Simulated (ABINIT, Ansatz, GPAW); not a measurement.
# ZnO: band gap by level of theory

**What was measured.** The band gap of ZnO (zincite) (P6_3mc) is reported as 3.38 eV (pmc:10652265, doi:10.1021/acsomega.3c06556). The runs below try to reproduce it.

It takes space group P6_3mc (No. 186, hexagonal). Conventional cell: a = 3.249 Å, b = 3.249 Å, c = 5.206 Å, α = 90.00°, β = 90.00°, γ = 120.00°. Around Zn (site symmetry 3m) lie 4 O at 1.97 to 1.98 Å. Around O (site symmetry 3m) lie 4 Zn at 1.97 to 1.98 Å.

```csv
rung,level,program and potentials,cutoff (eV),k mesh,task,core time,chip,band gap (eV),miss (eV),notes
GGA,PBE,"Ansatz, Ansatz PAW",420,5 × 5 × 3,band structure,5.2 s,Intel Xeon,0.80,-2.58,coarse mesh
GGA,PBEsol,"Ansatz, Ansatz PAW",420,5 × 5 × 3,band structure,5.4 s,Intel Xeon,0.70,-2.68,"coarse mesh; potentials made for PBE, which Ansatz adapts in part"
GGA,RPBE,"Ansatz, Ansatz PAW",420,5 × 5 × 3,band structure,5.5 s,Intel Xeon,0.90,-2.48,"coarse mesh; potentials made for PBE, which Ansatz adapts in part"
GGA,BLYP,"Ansatz, Ansatz PAW",420,5 × 5 × 3,band structure,5.5 s,Intel Xeon,0.95,-2.43,"coarse mesh; potentials made for PBE, which Ansatz adapts in part"
LDA,SVWN5,"Ansatz, Ansatz PAW",420,9 × 9 × 5,band structure,7.1 s,Intel Xeon 6975P-C Granite Rapids,0.74,-2.64,"potentials made for PBE, which Ansatz adapts in part"
LDA,LDA,"Ansatz, Ansatz PAW",420,5 × 5 × 3,band structure,7.8 s,Intel Xeon,0.73,-2.65,"coarse mesh; potentials made for PBE, which Ansatz adapts in part"
GGA,revPBE,"Ansatz, Ansatz PAW",420,5 × 5 × 3,band structure,8 s,Intel Xeon,0.87,-2.51,"coarse mesh; potentials made for PBE, which Ansatz adapts in part"
meta-GGA,r2SCAN,"Ansatz, Ansatz PAW",500,5 × 5 × 3,band structure,9.8 s,Intel Xeon,1.23,-2.15,"coarse mesh; potentials made for PBE, which Ansatz adapts in part"
non-local van der Waals functional,optPBE-vdW,"GPAW, GPAW PAW data sets (gpaw-data 1.2.1)",800,6 × 6 × 3,band structure,1.8 min,Arm Neoverse V2,0.99,-2.39,coarse mesh; potentials made for PBE
GGA,WC,"GPAW, PAW data sets generated for this functional",800,6 × 6 × 3,band structure,2.3 min,Arm Neoverse V1,0.68,-2.70,coarse mesh
LDA,LDA,"ABINIT, JTH PAW LDA v2.0",626,9 × 9 × 5,band structure,2.3 min,Arm Neoverse V2,0.72,-2.66,-
GGA,AM05,"GPAW, PAW data sets generated for this functional",800,6 × 6 × 3,band structure,2.7 min,Arm Neoverse V1,0.81,-2.57,coarse mesh
GGA,PBEsol,"ABINIT, JTH PAW PBE v2.0",626,12 × 12 × 6,single point,3.1 min,Arm Neoverse V2,0.68,-2.70,potentials made for PBE
LDA,LDA,"GPAW, the program's PAW data sets (release 1.2.1) made for this functional",800,9 × 9 × 5,band structure,3.4 min,Arm Neoverse V1,0.73,-2.65,-
GGA,PBE,"GPAW, GPAW PAW data sets (gpaw-data 1.2.1)",800,9 × 9 × 5,band structure,3.5 min,Arm Neoverse V1,0.80,-2.58,-
Hartree-Fock,HF,"Ansatz, Ansatz PAW",420,5 × 5 × 3,band structure,12 min,Intel Xeon Skylake/Cascade Lake,11.31,+7.93,"coarse mesh; potentials made for PBE, which Ansatz adapts in part"
```

Times are single runs on shared hosts and different chips, so they are rough; meshes, cutoffs and the tasks' sizes weigh on the time. All rows: no spin polarisation. Gaps are the least found on the k mesh or the band path, and a mesh can miss the band edges. The cell comes from a database and isn't always the measured one. Meshes differ between rows, which moves values too. All levels ran on this one cell, unrelaxed unless noted. Meshes are those of the run's cell of 4 atoms unless a note names another. Misses use the values as printed. Runs on faulty files, with rough fits or with known faults for this quantity aren't shown. No row holds spin-orbit coupling.

By rung: LDA 0.72 to 0.74; GGA 0.68 to 0.80; LDA on coarse meshes 0.73; GGA on coarse meshes 0.68 to 0.95; non-local van der Waals functional on coarse meshes 0.99; meta-GGA on coarse meshes 1.23; Hartree-Fock on coarse meshes 11.31 (eV). Measured: 3.38 eV (pmc:10652265, doi:10.1021/acsomega.3c06556). Closest, coarse meshes and atomic bases left aside, is PBE with GPAW, GPAW PAW data sets (gpaw-data 1.2.1) (-2.58 eV). LDA and GGA gaps fall short mostly because these functionals lack the derivative discontinuity; the runs are for a static lattice, while measurements hold temperature and zero-point motion.
